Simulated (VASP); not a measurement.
# CaSe (Fm-3m) in VASP: a series of runs, part 3 of 3

VASP 6.6.1. The steps go on from the part before.

## Step 5: EvGW0 quasiparticle levels, PBE

File POSCAR:

```
CaSe
1.0
    0.0000000000      2.9560000000      2.9560000000
    2.9560000000      0.0000000000      2.9560000000
    2.9560000000      2.9560000000      0.0000000000
Se Ca
1 1
Direct
    0.5000000000      0.5000000000      0.5000000000
    0.0000000000      0.0000000000      0.0000000000
```

File INCAR.step1:

```
SYSTEM = CaSe
PREC = Accurate
ENCUT = 500
EDIFF = 1E-8
ISMEAR = 0
SIGMA = 0.01
LREAL = .FALSE.
LASPH = .TRUE.
NELM = 60
ALGO = Normal
LWAVE = .TRUE.
LCHARG = .FALSE.
GGA = PE
KPAR = 4
```

File INCAR.step2:

```
SYSTEM = CaSe
PREC = Accurate
ENCUT = 500
EDIFF = 1E-8
ISMEAR = 0
SIGMA = 0.01
LREAL = .FALSE.
LASPH = .TRUE.
NELM = 1
ALGO = Exact
LWAVE = .TRUE.
LCHARG = .FALSE.
GGA = PE
NBANDS = 223
LOPTICS = .TRUE.
ISTART = 1
KPAR = 4
```

File INCAR.step3:

```
SYSTEM = CaSe
PREC = Accurate
ENCUT = 500
EDIFF = 1E-8
ISMEAR = 0
SIGMA = 0.01
LREAL = .FALSE.
LASPH = .TRUE.
ALGO = EVGW0
LWAVE = .FALSE.
LCHARG = .FALSE.
GGA = PE
NELMGW = 4
NBANDS = 223
ENCUTGW = 150
NOMEGA = 50
PRECFOCK = Fast
ISTART = 1
NBANDSGW = 16
KPAR = 4
```

File KPOINTS:

```
regular mesh
0
G
  4 4 4
  0 0 0
```

Potentials or basis: VASP PAW PBE potentials, release 64 (Se_GW, Ca_sv_GW).

Command:

```
$ cat potpaw_PBE.64/Se_GW/POTCAR potpaw_PBE.64/Ca_sv_GW/POTCAR > POTCAR
$ cp INCAR.step1 INCAR
$ mpirun -np 4 vasp_std > vasp.out
$ cp INCAR.step2 INCAR
$ mpirun -np 4 vasp_std > vasp.out
$ cp INCAR.step3 INCAR
$ mpirun -np 4 vasp_std > vasp.out
```

OUTCAR:

```text
SYSTEM = CaSe
   PREC = Accurate
   ENCUT = 500
   EDIFF = 1E-8
   ISMEAR = 0
   LREAL = .FALSE.
   LASPH = .TRUE.
   GGA = PE
   NELMGW = 4
   ENCUTGW = 150
   PRECFOCK = Fast
   ISTART = 1

 ion  position               nearest neighbor table
   1  0.500  0.500  0.500-   2 2.96   2 2.96   2 2.96   2 2.96   2 2.96   2 2.96
   2  0.000  0.000  0.000-   1 2.96   1 2.96   1 2.96   1 2.96   1 2.96   1 2.96

  LATTYP: Found a face centered cubic cell.
 ALAT       =     5.9120000000

  Lattice vectors:

 A1 = (   0.0000000000,   2.9560000000,   2.9560000000)
 A2 = (   2.9560000000,   0.0000000000,   2.9560000000)
 A3 = (   2.9560000000,   2.9560000000,   0.0000000000)

Analysis of symmetry for initial positions (statically):
=====================================================================
 Subroutine PRICEL returns:
 Original cell was already a primitive cell.

 Routine SETGRP: Setting up the symmetry group for a
 face centered cubic supercell.

 Subroutine GETGRP returns: Found 48 space group operations
 (whereof 48 operations were pure point group operations)
 out of a pool of 48 trial point group operations.

The static configuration has the point symmetry O_h .

Analysis of symmetry for dynamics (positions and initial velocities):
=====================================================================
 Subroutine PRICEL returns:
 Original cell was already a primitive cell.

 Routine SETGRP: Setting up the symmetry group for a
 face centered cubic supercell.

 Subroutine GETGRP returns: Found 48 space group operations
 (whereof 48 operations were pure point group operations)
 out of a pool of 48 trial point group operations.

The dynamic configuration has the point symmetry O_h .

 Subroutine INISYM returns: Found 48 space group operations
 (whereof 48 operations are pure point group operations),
 and found     1 'primitive' translations

----------------------------------------------------------------------------------------

                                     Primitive cell

  volume of cell :      51.6587

  direct lattice vectors                    reciprocal lattice vectors
     0.000000000  2.956000000  2.956000000    -0.169147497  0.169147497  0.169147497
     2.956000000  0.000000000  2.956000000     0.169147497 -0.169147497  0.169147497
     2.956000000  2.956000000  0.000000000     0.169147497  0.169147497 -0.169147497

  length of vectors
     4.180415290  4.180415290  4.180415290     0.292972058  0.292972058  0.292972058

  position of ions in fractional coordinates (direct lattice)
     0.500000000  0.500000000  0.500000000
     0.000000000  0.000000000  0.000000000

  ion indices of the primitive-cell ions
   primitive index   ion index
                 1           1
                 2           2

----------------------------------------------------------------------------------------

 KPOINTS: regular mesh

Automatic generation of k-mesh.
 Grid dimensions read from file:
 generate k-points for:    4    4    4

 Generating k-lattice:

  Cartesian coordinates                     Fractional coordinates (reciprocal lattice)
    -0.042286874  0.042286874  0.042286874     0.250000000  0.000000000  0.000000000
     0.042286874 -0.042286874  0.042286874     0.000000000  0.250000000  0.000000000
     0.042286874  0.042286874 -0.042286874     0.000000000  0.000000000  0.250000000

  Length of vectors
     0.073243015  0.073243015  0.073243015

  Shift w.r.t. Gamma in fractional coordinates (k-lattice)
     0.000000000  0.000000000  0.000000000

 Subroutine IBZKPT returns following result:
 ===========================================

 Found      8 irreducible k-points:

 Following reciprocal coordinates:
            Coordinates               Weight
  0.000000  0.000000  0.000000      1.000000
  0.250000  0.000000  0.000000      8.000000
  0.500000  0.000000  0.000000      4.000000
  0.250000  0.250000  0.000000      6.000000
  0.500000  0.250000  0.000000     24.000000
 -0.250000  0.250000  0.000000     12.000000
  0.500000  0.500000  0.000000      3.000000
 -0.250000  0.500000  0.250000      6.000000
   k-points           NKPTS =      8   k-points in BZ     NKDIM =     64   number of bands    NBANDS=    223
   number of dos      NEDOS =    301   number of ions     NIONS =      2
   total plane-waves  NPLWV =  27000
   dimension x,y,z NGX =    30 NGY =   30 NGZ =   30
   dimension x,y,z NGXF=    60 NGYF=   60 NGZF=   60
   ions per type =               1   1
   NGX,Y,Z   is equivalent  to a cutoff of  11.93, 11.93, 11.93 a.u.
   NGXF,Y,Z  is equivalent  to a cutoff of  23.86, 23.86, 23.86 a.u.
 SYSTEM =  CaSe
   PREC   = accura    normal or accurate (medium, high low for compatibility)
   ISTART =      1    job   : 0-new  1-cont  2-samecut
   ICHARG =      0    charge: 1-file 2-atom 10-const
   ISPIN  =      1    spin polarized calculation?
   LNONCOLLINEAR =      F non collinear calculations
   LSORBIT =      F    spin-orbit coupling
   LASPH  =      T    aspherical Exc in radial PAW
   ENCUT  =  500.0 eV  36.75 Ry    6.06 a.u.   7.62  7.62  7.62*2*pi/ulx,y,z
   NELM   =     60;   NELMIN=  2; NELMDL=  0     # of ELM steps
   EDIFF  = 0.1E-07   stopping-criterion for ELM
   LREAL  =      F    real-space projection
   EDIFFG = 0.1E-06   stopping-criterion for IOM
   NSW    =      0    number of steps for IOM
   IBRION =     -1    ionic relax: 0-MD 1-quasi-New 2-CG
   NFREE  =      0    steps in history (QN), initial steepest desc. (CG)
   ISIF   =      0    stress and relaxation
   ISYM   =      3    0-nonsym 1-usesym 2-fastsym
   POTIM  = 0.5000    time-step for ionic-motion
   TEBEG  =    0.0;   TEEND  =   0.0 temperature during run
   PSTRESS=    0.0 pullay stress
   NELECT =      16.0000    total number of electrons
   NUPDOWN=      -1.0000    fix difference up-down
   EMIN   =  10.00;   EMAX   =-10.00  energy-range for DOS
   EFERMI =   0.00;   METHOD = LEGACY
   ISMEAR =     0;   SIGMA  =   0.01  broadening in eV -4-tet -1-fermi 0-gaus
   EFERMI_NEDOS =   21; number of points for ismear=-14 and -15
   IALGO  =     38    algorithm
   IMIX   =      4    mixing-type and parameters
     AMIX     =   0.40;   BMIX     =  1.00
     AMIX_MAG =   1.60;   BMIX_MAG =  1.00
  volume/ion in A,a.u.               =      25.83       174.30
  Fermi-wavevector in a.u.,A,eV,Ry     =   1.107645  2.093145 16.692666  1.226876
  Thomas-Fermi vector in A             =   2.244161
   LORBIT       =      0    0 simple, 1 ext, 2 COOP (PROOUT), +10 PAW based schemes
   GGA     = PE    functional components
   LHFCALC =     T    Hartree Fock is set to
   PRECFOCK=fast      Normal, Fast or Accurate (Low or Medium for compatibility)
   ENCUT4O =  -1.0   cutoff for four orbital integrals eV
   NKREDX  =     1    reduce k-point grid by
   NKREDY  =     1    reduce k-point grid by
   NKREDZ  =     1    reduce k-point grid by
   AEXX    =    1.0000 exact exchange contribution
   HFSCREEN=    0.0000 screening length (either q_TF or 0.3 A-1)
   HFSCREENC=   0.0000 screening length for correlation (either q_TF or 0.3 A-1)
   ENCUTFOCK=  -1.0 apply spherical cutoff to Coloumb kernel
   IVDW    =     0    specifies the selected vdW correction
   LEPSILON=     F    determine dielectric tensor
   LRPA    =     F    only Hartree local field effects (RPA)
   LRPAFORCE           =     F    calculate RPA forces
   ENCUTGW             = 150.0    cutoff for response function in eV
   ENCUTGWSOFT         = 120.0    soft cutoff for Coulomb kernel in GW response function in eV
   ENCUTLF             =  -1.0    cutoff for local field effects
   NELMGW              =     4    number of iterations in solving QP/BSE equation
   NELMHF              =     1    number of iterations in the inner HF iteration
   NKREDLFX            =     1    NKREDLFY  =   1   NKREDLFZ  =   1
 non-spin polarized calculation
 Gauss-broadening in eV      SIGMA  =   0.01
  energy-cutoff  :      500.00
  volume of cell :       51.66
 maximum number of plane-waves:      1363
  NGX = 18; NGY = 18; NGZ = 18
   NGX = 15   NGY = 15   NGZ = 15
 maximum number of plane-waves:       228
 NGX is ok and might be reduce to    18

 QP shifts <psi_nk| G(iteration)W_0 |psi_nk>: iteration 1
 for sc-GW calculations column KS-energies equals QP-energies in previous step
 and V_xc(KS)=  KS-energies - (<T + V_ion + V_H > + <T+V_H+V_ion>^1  + <V_x>^1)

 k-point   1 :       0.0000    0.0000    0.0000
  band No.  KS-energies  QP-energies   sigma(KS)   V_xc(KS)     V^pw_x(r,r')   Z            occupation Imag(sigma)

      1     -36.0788     -37.2231     -22.7045     -20.7300     -34.4499       0.5795       2.0000       1.0970
      2     -17.0713     -18.9150     -22.5614     -19.9508     -27.8749       0.7063       2.0000       0.4074
      3     -17.0713     -18.9150     -22.5614     -19.9508     -27.8749       0.7063       2.0000       0.4074
      4     -17.0713     -18.9150     -22.5614     -19.9508     -27.8749       0.7063       2.0000       0.4074
      5      -8.1067      -9.0753     -13.8554     -12.4558     -19.8265       0.6921       2.0000       1.3872
      6       3.6904       2.6953     -13.4060     -12.1143     -14.7753       0.7704       2.0000       0.1558
[... 8 lines left out ...]
     15      13.3955      13.3882      -6.4069      -6.3977      -1.6007       0.7970       0.0000      -0.5243
     16      15.9990      17.6374     -11.8208     -13.9349      -5.9497       0.7750       0.0000      -0.8799
[... 610 lines left out ...]
      1     -37.9905     -38.0591     -22.7803     -15.3255     -34.4591       0.5950       2.0000       1.1042
      2     -19.6068     -19.6481     -22.3784       2.7118     -27.8054       0.6907       2.0000       0.4268
      3     -19.6068     -19.6481     -22.3784       2.7118     -27.8054       0.6907       2.0000       0.4268
      4     -19.5667     -19.6068     -22.3832       2.7591     -27.8175       0.6979       2.0000       0.4363
      5      -8.6689      -8.6857     -14.2904       5.5973     -20.0258       0.6956       2.0000       1.2271
      6       0.3477       0.3405     -12.2747      12.6128     -14.3098       0.7524       2.0000       0.2282
[... 8 lines left out ...]
     15      13.1734      13.1770      -8.9752      22.1532      -4.1849       0.7711       0.0000      -0.3251
     16      14.5806      14.5881     -10.7866      25.3773      -5.3447       0.7428       0.0000      -0.5294
```

Run time: 4.2 min. Hardware: 4 MPI ranks of Intel Xeon Platinum 8559C (Emerald Rapids), shared host; peak memory 0.58 GiB.

What came out:

```yaml
Band_gap_on_the_k_mesh_mean-field_level: 2.02 eV, indirect (least direct gap 2.96 eV)
Quasiparticle_gap: 4.09 eV
Least_direct_quasiparticle_gap: 5.00 eV
```

Quasiparticle gap after each update of the energies (eV): 3.72, 4.02, 4.08, 4.09

Caveat: the k mesh is coarse (spacing up to 0.46 Å⁻¹), so the values aren't converged; bands, screening cutoff and mesh are small and nothing is extrapolated, so the quasiparticle values aren't converged. A k mesh can miss the band edges.

## Step 6: Band structure, LDA

POSCAR is that of step 5.

File INCAR.step1:

```
PREC = Accurate
ENCUT = 520
EDIFF = 1E-6
ISMEAR = 0
SIGMA = 0.02
LREAL = False
LASPH = True
NELM = 100
ALGO = Normal
ISIF = 2
LWAVE = False
LCHARG = True
```

File KPOINTS.step1:

```
regular mesh
0
Gamma
  8 8 8
```

File INCAR.step2:

```
PREC = Accurate
ENCUT = 520
EDIFF = 1E-6
ISMEAR = 0
SIGMA = 0.05
LREAL = False
LASPH = True
NELM = 100
ALGO = Normal
ISIF = 2
LWAVE = False
LCHARG = False
ICHARG = 11
```

File KPOINTS.step2:

```
path GXWKGLUWLK,UX
15
line-mode
reciprocal
 0.0000000000  0.0000000000  0.0000000000  G
 0.5000000000  0.0000000000  0.5000000000  X

 0.5000000000  0.0000000000  0.5000000000  X
 0.5000000000  0.2500000000  0.7500000000  W

 0.5000000000  0.2500000000  0.7500000000  W
 0.3750000000  0.3750000000  0.7500000000  K

 0.3750000000  0.3750000000  0.7500000000  K
 0.0000000000  0.0000000000  0.0000000000  G

 0.0000000000  0.0000000000  0.0000000000  G
 0.5000000000  0.5000000000  0.5000000000  L

 0.5000000000  0.5000000000  0.5000000000  L
 0.6250000000  0.2500000000  0.6250000000  U

 0.6250000000  0.2500000000  0.6250000000  U
 0.5000000000  0.2500000000  0.7500000000  W

 0.5000000000  0.2500000000  0.7500000000  W
 0.5000000000  0.5000000000  0.5000000000  L

 0.5000000000  0.5000000000  0.5000000000  L
 0.3750000000  0.3750000000  0.7500000000  K

 0.6250000000  0.2500000000  0.6250000000  U
 0.5000000000  0.0000000000  0.5000000000  X
```

Potentials or basis: VASP PAW LDA potentials, release 64 (Se, Ca_sv).

Command:

```
$ cat potpaw_LDA.64/Se/POTCAR potpaw_LDA.64/Ca_sv/POTCAR > POTCAR
$ cp INCAR.step1 INCAR
$ cp KPOINTS.step1 KPOINTS
$ mpirun -np 1 vasp_std > vasp.out
$ cp INCAR.step2 INCAR
$ cp KPOINTS.step2 KPOINTS
$ mpirun -np 1 vasp_std > vasp.out
```

It took 61 s on 1 thread of Intel Xeon Platinum 8488C (Sapphire Rapids), shared host; peak memory 0.23 GiB.

It converged, with:

```
Band gap on the k mesh  : 1.86 eV, indirect (least direct gap 2.80 eV)
Band gap along the path : 1.86 eV, indirect (least direct gap 2.80 eV)
```

Levels at the corners of the path, in eV from the valence-band top:
| point | band 6 | band 7 | band 8 | band 9 | band 10 | band 11 |
| --- | --- | --- | --- | --- | --- | --- |
| Γ | 0.00 | 0.00 | 0.00 | 3.11 | 3.55 | 3.55 |
| X | -2.55 | -0.94 | -0.94 | 1.86 | 4.85 | 4.93 |
| X | -2.55 | -0.94 | -0.94 | 1.86 | 4.85 | 4.93 |
| W | -2.01 | -2.01 | -1.72 | 4.26 | 4.26 | 5.10 |
| W | -2.01 | -2.01 | -1.72 | 4.26 | 4.26 | 5.10 |
| K | -2.29 | -2.09 | -1.14 | 3.12 | 5.55 | 5.57 |
| K | -2.29 | -2.09 | -1.14 | 3.12 | 5.54 | 5.57 |
| Γ | 0.00 | 0.00 | 0.00 | 3.11 | 3.55 | 3.55 |
| Γ | 0.00 | 0.00 | 0.00 | 3.11 | 3.55 | 3.55 |
| L | -3.35 | -1.23 | -1.23 | 4.37 | 5.33 | 5.35 |
| L | -3.35 | -1.23 | -1.23 | 4.37 | 5.33 | 5.35 |
| U | -2.29 | -2.09 | -1.14 | 3.12 | 5.54 | 5.57 |
| U | -2.29 | -2.09 | -1.14 | 3.12 | 5.55 | 5.57 |
| W | -2.01 | -2.01 | -1.72 | 4.26 | 4.26 | 5.10 |
| W | -2.01 | -2.01 | -1.72 | 4.26 | 4.26 | 5.10 |
| L | -3.35 | -1.23 | -1.23 | 4.37 | 5.33 | 5.35 |
| L | -3.35 | -1.23 | -1.23 | 4.37 | 5.33 | 5.35 |
| K | -2.29 | -2.09 | -1.14 | 3.12 | 5.56 | 5.57 |
| U | -2.29 | -2.09 | -1.14 | 3.12 | 5.54 | 5.57 |
| X | -2.55 | -0.94 | -0.94 | 1.86 | 4.85 | 4.93 |

Caveat: the log is that of the step along the path at fixed density, whose energy, stress, charges and moments have no meaning.

## Step 7: For comparison

An earlier run on the cell as given: functional PBEsol; potentials or basis VASP PAW PBE potentials, release 64 (Se, Ca_sv); cutoff 520 eV; k mesh 8 × 8 × 8; occupations fermi-dirac, width 0.05 eV; no spin polarisation.

* Pressure: -0.9 GPa
* Band gap on the k mesh: 1.92 eV, indirect (least direct gap 2.87 eV)

## Step 8: Summary

| task | level | potentials or basis | k mesh | cutoff (eV) | smearing | ladder | grid for exact exchange (PRECFOCK) | screening parameter | exchange at q = 0 | GW scheme | mesh quality | gap on the mesh (eV) | pressure (GPa) |
| --- | --- | --- | --- | --- | --- | --- | --- | --- | --- | --- | --- | --- | --- |
| band structure | HSE06 | VASP PAW PBE potentials, release 64 (Se, Ca_sv) | 6 × 6 × 6 | 520 | gaussian 0.02 eV | free | Fast | 0.2 1/A | - | - | not flagged | 3.00 | 0.9 |
| band structure | HSE03 | VASP PAW PBE potentials, release 64 (Se, Ca_sv) | 6 × 6 × 6 | 520 | gaussian 0.02 eV | free | Fast | - | - | - | not flagged | 2.79 | 0.9 |
| band structure | PBE0 | VASP PAW PBE potentials, release 64 (Se, Ca_sv) | 6 × 6 × 6 | 520 | gaussian 0.02 eV | free | Fast | - | truncated | - | not flagged | 3.66 | 0.8 |
| evGW0 quasiparticle levels | PBE | VASP PAW PBE potentials, release 64 (Se_GW, Ca_sv_GW) | 4 × 4 × 4 | 500 | gaussian 0.01 eV | gaps | - | - | - | evGW0 | coarse | - | - |
| band structure | LDA | VASP PAW LDA potentials, release 64 (Se, Ca_sv) | 8 × 8 × 8 | 520 | gaussian 0.02 eV | gaps | - | - | - | - | not flagged | 1.86 | - |
| single point | PBEsol | VASP PAW PBE potentials, release 64 (Se, Ca_sv) | 8 × 8 × 8 | 520 | fermi-dirac 0.05 eV | free | - | - | - | - | not flagged | 1.92 | -0.9 |

Alike in all rows: no spin polarisation; cell as given.

Caveats: some runs use coarse meshes; the PAW data sets were made with another functional, which shifts forces and pressure a little (some runs); bands, screening cutoff and mesh are small and nothing is extrapolated, so the quasiparticle values aren't converged (some runs).

Total energies depend on the potentials used, so only differences within one code and one set of settings carry meaning.

## Step 9: Against experiment

Step 2. A measured gap of CaSe is 3.85 eV (indirect; 2 K; a printed reference work, monograph, original work of 1988); the calculated 3.00 eV misses it by -0.85 eV. Spin-orbit coupling on Se is left out. The value is that of HSE06, without temperature or zero-point motion.

Step 3. Against the measured gap of CaSe, 3.85 eV (indirect; 2 K; a printed reference work, monograph, original work of 1988), the calculated 2.79 eV is off by -1.06 eV. Spin-orbit coupling on Se is left out. The value is that of HSE03, without temperature or zero-point motion.

Step 4. Measured gap of CaSe: 3.85 eV (indirect; 2 K; a printed reference work, monograph, original work of 1988). This calculation gives 3.66 eV (-0.19 eV). Spin-orbit coupling on Se is left out. The value is that of PBE0, without temperature or zero-point motion.

Step 6. Measured gap of CaSe: 3.85 eV (indirect; 2 K; a printed reference work, monograph, original work of 1988). This calculation gives 1.86 eV (-1.99 eV). So large a miss can be the level of theory's own, or it may mean another phase, state or a wrong row. Spin-orbit coupling on Se is left out. The value is that of LDA, without temperature or zero-point motion. Semilocal functionals fall short of measured gaps as a rule.
